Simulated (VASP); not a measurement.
# TiO2 (P4_2/mnm) in VASP: a series of runs, part 2 of 2

VASP 6.6.1. The steps go on from the part before.

## 3. Relaxation of cell and atoms, vdW-DF

INCAR

```
SYSTEM = TiO2
  PREC = Accurate
  ENCUT = 600
  EDIFF = 1E-7
  ISMEAR = -1
  SIGMA = 0.05
  LREAL = .False.
  LASPH = .True.
  NELM = 60
  ALGO = Normal
  ISIF = 3
  LWAVE = .False.
  LCHARG = .False.
  GGA = RE
  LUSE_VDW = .True.
  AGGAC = 0.0
  IBRION = 2
  NSW = 40
  EDIFFG = -0.02
```

KPOINTS

```
Automatic mesh
0
Gamma
  6 6 9
  0 0 0
```

POSCAR

```
TiO2
1.0
    4.5998373239      0.0000000000      0.0000000000
    0.0000000000      4.5998373239      0.0000000000
    0.0000000000      0.0000000000      2.9592135600
Ti O
2 4
Direct
    0.0000000000      0.0000000000      0.5000000000
    0.5000000000      0.5000000000      0.0000000000
    0.3043213200      0.3043213200      0.5000000000
    0.1956786800      0.8043213200      0.0000000000
    0.8043213200      0.1956786800      0.0000000000
    0.6956786800      0.6956786800      0.5000000000
```

Potentials or basis: VASP PAW PBE potentials, release 64 (Ti_sv, O).

On the command line:

```console
$ cat potpaw_PBE.64/Ti_sv/POTCAR potpaw_PBE.64/O/POTCAR > POTCAR
$ mpirun -np 1 vasp_std > vasp.out
```

It took 9.2 min on 1 thread of Intel Xeon Platinum 8559C (Emerald Rapids), shared host; peak memory 0.47 GiB.

The run converged. Its results:

* Free energy: -39.2218 eV
* Relaxed volume: 10.95 Å³/atom
* Relaxed cell: a = 4.683 Å, b = 4.683 Å, c = 2.995 Å, α = 90.00°, β = 90.00°, γ = 90.00°
* Space group after relaxing (to 0.05 Å): P4_2/mnm (No. 136)
* Energy gained by relaxing: 16.4 meV/atom
* Ionic steps: 6
* Pressure after relaxing: 0.1 GPa
* Largest force after relaxing: 0.007 eV/Å
* Band gap on the k mesh: 1.79 eV, direct

Forces on the atoms (eV/Å):
```
Ti   0.000  0.000  0.000
Ti   0.000  0.000  0.000
O   -0.005 -0.005  0.000
O    0.005 -0.005  0.000
O   -0.005  0.005  0.000
O    0.005  0.005  0.000
```

The path:
| step | energy change (eV) | largest force (eV/Å) | pressure (GPa) | volume (Å³) |
| --- | --- | --- | --- | --- |
| 1 | 0.0000 | 0.1322 | 10.89 | 62.61 |
| 2 | 0.0420 | 0.3774 | -10.66 | 69.26 |
| 3 | -0.0946 | 0.1277 | 0.01 | 65.52 |
| 4 | -0.0946 | 0.1231 | 0.20 | 65.46 |
| 5 | -0.0979 | 0.0396 | 0.12 | 65.60 |
| 6 | -0.0984 | 0.0068 | 0.11 | 65.68 |

Final structure:
```
Ti O
1.0
     4.68273    0.00000    0.00000
     0.00000    4.68273    0.00000
     0.00000    0.00000    2.99528
Ti O
2 4
Direct
  0.00000 0.00000 0.50000
  0.50000 0.50000 0.00000
  0.30511 0.30511 0.50000
  0.19489 0.80511 0.00000
  0.80511 0.19489 0.00000
  0.69489 0.69489 0.50000
```

Levels at points of the mesh, in eV from the valence-band top:
```csv
k point,band 20,band 21,band 22,band 23,band 24,band 25,band 26,band 27,band 28
"(0.00, 0.00, 0.00)",-1.86,-0.67,-0.42,-0.42,0.00,1.79,2.08,2.29,2.36
"(0.50, 0.00, 0.00)",-2.87,-1.52,-1.52,-0.67,-0.67,2.40,2.40,2.81,2.81
"(0.50, 0.50, 0.00)",-2.00,-1.24,-1.24,-1.02,-1.02,1.82,1.82,2.38,2.38
```

Caveat: the PAW data sets were made with another functional, which shifts forces and pressure a little; an odd mesh through Γ misses points on the zone boundary, where band edges often lie.

## 4. Relaxation of cell and atoms, optB88-vdW

INCAR

```
PREC = Accurate
ENCUT = 600
EDIFF = 1E-6
ISMEAR = -1
SIGMA = 0.05
LREAL = F
LASPH = T
NELM = 60
ALGO = Fast
ISIF = 3
LWAVE = F
LCHARG = F
GGA = BO
LUSE_VDW = T
AGGAC = 0.0
PARAM1 = 0.1833333333
PARAM2 = 0.22
IBRION = 2
NSW = 60
EDIFFG = -0.01
```

KPOINTS

```
regular mesh
0
Gamma
  6 6 9
```

POSCAR is that of step 3.

On the command line:

```console
$ cat potpaw_PBE.64/Ti_sv/POTCAR potpaw_PBE.64/O/POTCAR > POTCAR
$ mpirun -np 1 vasp_std > vasp.out
```

It took 8.7 min on 1 thread of Intel Xeon Platinum 8559C (Emerald Rapids), shared host; peak memory 0.48 GiB.

Results (log left out):

```
Free energy                            : -42.0540 eV
Relaxed volume                         : 10.57 Å³/atom
Relaxed cell                           : a = 4.622 Å, b = 4.622 Å, c = 2.968 Å, α = 90.00°, β = 90.00°, γ = 90.00°
Space group after relaxing (to 0.05 Å) : P4_2/mnm (No. 136)
Energy gained by relaxing              : 1.3 meV/atom
Ionic steps                            : 5
Pressure after relaxing                : 0.1 GPa
Largest force after relaxing           : 0.004 eV/Å
Band gap on the k mesh                 : 1.80 eV, direct
```

Forces on the atoms (eV/Å):
```
Ti   0.000  0.000  0.000
Ti   0.000  0.000  0.000
O    0.003  0.003  0.000
O   -0.003  0.003  0.000
O    0.003 -0.003  0.000
O   -0.003 -0.003  0.000
```

Stress tensor (GPa, compression positive):
```
 0.14  0.00  0.00
 0.00  0.14  0.00
 0.00  0.00 -0.06
```

The path:
| step | energy change (eV) | largest force (eV/Å) | pressure (GPa) | volume (Å³) |
| --- | --- | --- | --- | --- |
| 1 | 0.0000 | 0.0654 | 3.02 | 62.61 |
| 2 | 0.0051 | 0.1254 | -3.63 | 64.41 |
| 3 | -0.0074 | 0.0196 | -0.02 | 63.38 |
| 4 | -0.0074 | 0.0181 | 0.09 | 63.37 |
| 5 | -0.0076 | 0.0045 | 0.07 | 63.40 |

Final structure:
```yaml
crystal:
  lattice:
    - [4.62162, 0.00000, 0.00000]
    - [0.00000, 4.62162, 0.00000]
    - [0.00000, 0.00000, 2.96831]
  atoms:
    - { symbol: Ti, position: [0.00000, 0.00000, 0.50000] }
    - { symbol: Ti, position: [0.50000, 0.50000, 0.00000] }
    - { symbol: O, position: [0.30424, 0.30424, 0.50000] }
    - { symbol: O, position: [0.19576, 0.80424, 0.00000] }
    - { symbol: O, position: [0.80424, 0.19576, 0.00000] }
    - { symbol: O, position: [0.69576, 0.69576, 0.50000] }
```

Levels at points of the mesh, in eV from the valence-band top:
| k point | band 21 | band 22 | band 23 | band 24 | band 25 | band 26 | band 27 | band 28 |
| --- | --- | --- | --- | --- | --- | --- | --- | --- |
| (0.00, 0.00, 0.00) | -0.70 | -0.46 | -0.46 | 0.00 | 1.80 | 2.08 | 2.31 | 2.41 |
| (0.50, 0.00, 0.00) | -1.62 | -1.62 | -0.72 | -0.72 | 2.44 | 2.44 | 2.92 | 2.92 |
| (0.50, 0.50, 0.00) | -1.29 | -1.29 | -1.08 | -1.08 | 1.83 | 1.83 | 2.43 | 2.43 |

Caveat: the PAW data sets were made with another functional, which shifts forces and pressure a little; an odd mesh through Γ misses points on the zone boundary, where band edges often lie.

## 5. Relaxation of cell and atoms, optPBE-vdW

INCAR

```
AGGAC = 0.0 ; ALGO = Normal
EDIFF = 1E-6 ; EDIFFG = -0.01
ENCUT = 600 ; GGA = OR
IBRION = 2 ; ISIF = 3
ISMEAR = -1 ; LASPH = True
LCHARG = False ; LREAL = False
LUSE_VDW = True ; LWAVE = False
NELM = 100 ; NSW = 40
PREC = Accurate ; SIGMA = 0.05
```

KPOINTS

```
k-points
0
Gamma
  6 6 9
```

POSCAR is that of step 4.

On the command line:

```console
$ cat potpaw_PBE.64/Ti_sv/POTCAR potpaw_PBE.64/O/POTCAR > POTCAR
$ mpirun -np 1 vasp_std > vasp.out
```

Run time: 7.4 min. Hardware: 1 thread of Intel Xeon Platinum 8559C (Emerald Rapids), shared host; peak memory 0.48 GiB.

Results (log left out):

```
Free energy                            : -41.0297 eV
Relaxed volume                         : 10.71 Å³/atom
Relaxed cell                           : a = 4.646 Å, b = 4.646 Å, c = 2.977 Å, α = 90.00°, β = 90.00°, γ = 90.00°
Space group after relaxing (to 0.05 Å) : P4_2/mnm (No. 136)
Energy gained by relaxing              : 5.0 meV/atom
Ionic steps                            : 6
Pressure after relaxing                : 0.1 GPa
Largest force after relaxing           : 0.005 eV/Å
Band gap on the k mesh                 : 1.80 eV, direct
```

Forces in eV/Å, atoms in the order of the input:
```
Ti   0.000  0.000  0.000
Ti   0.000  0.000  0.000
O   -0.003 -0.003  0.000
O    0.003 -0.003  0.000
O   -0.003  0.003  0.000
O    0.003  0.003  0.000
```

The path:
```
step  energy change (eV)  largest force (eV/Å)  pressure (GPa)  volume (Å³)
   1              0.0000                0.0867            5.95        62.61
   2              0.0161                0.2312           -6.56        66.19
   3             -0.0285                0.0637            0.04        64.16
   4             -0.0285                0.0608            0.12        64.13
   5             -0.0296                0.0155            0.12        64.21
   6             -0.0297                0.0046            0.10        64.25
```

Final structure:
```
CELL_PARAMETERS angstrom
4.64568 0.00000 0.00000
0.00000 4.64568 0.00000
0.00000 0.00000 2.97692
ATOMIC_POSITIONS crystal
Ti 0.00000 0.00000 0.50000
Ti 0.50000 0.50000 0.00000
O 0.30461 0.30461 0.50000
O 0.19539 0.80461 0.00000
O 0.80461 0.19539 0.00000
O 0.69539 0.69539 0.50000
```

Levels at points of the mesh, in eV from the valence-band top:
| k point | band 22 | band 23 | band 24 | band 25 | band 26 | band 27 |
| --- | --- | --- | --- | --- | --- | --- |
| (0.00, 0.00, 0.00) | -0.44 | -0.44 | 0.00 | 1.80 | 2.09 | 2.31 |
| (0.50, 0.00, 0.00) | -1.58 | -0.70 | -0.70 | 2.43 | 2.43 | 2.89 |
| (0.50, 0.50, 0.00) | -1.27 | -1.05 | -1.05 | 1.83 | 1.83 | 2.42 |

Caveat: the PAW data sets were made with another functional, which shifts forces and pressure a little; an odd mesh through Γ misses points on the zone boundary, where band edges often lie.

## 6. For comparison

An earlier run on the cell as given: functional PBEsol; potentials or basis VASP PAW PBE potentials, release 64 (Ti_sv, O); cutoff 520 eV; k mesh 6 × 6 × 9; occupations fermi-dirac, width 0.05 eV; no spin polarisation.

* Pressure: -2.1 GPa
* Largest force: 0.047 eV/Å
* Band gap on the k mesh: 1.80 eV, direct

## 7. Summary

| task | level | cell | cutoff (eV) | ladder | gap on the mesh (eV) | pressure (GPa) | relaxed volume (Å³/atom) | largest force (eV/Å) |
| --- | --- | --- | --- | --- | --- | --- | --- | --- |
| relaxation of cell and atoms | rev-vdW-DF2 | relaxed | 600 | - | 1.80 | 0.0 | 10.51 | - |
| relaxation of cell and atoms | vdW-DF | relaxed | 600 | - | 1.79 | 0.1 | 10.95 | 0.01 |
| relaxation of cell and atoms | optB88-vdW | relaxed | 600 | - | 1.80 | 0.1 | 10.57 | - |
| relaxation of cell and atoms | optPBE-vdW | relaxed | 600 | - | 1.80 | 0.1 | 10.71 | - |
| single point | PBEsol | as given | 520 | free | 1.80 | -2.1 | - | 0.05 |

Alike in all rows: potentials or basis VASP PAW PBE potentials, release 64 (Ti_sv, O); no spin polarisation; k mesh 6 × 6 × 9; smearing fermi-dirac 0.05 eV.

Caveats: the PAW data sets were made with another functional, which shifts forces and pressure a little; an odd mesh through Γ misses points on the zone boundary, where band edges often lie.

Total energies depend on the potentials used, so only differences within one code and one set of settings carry meaning.
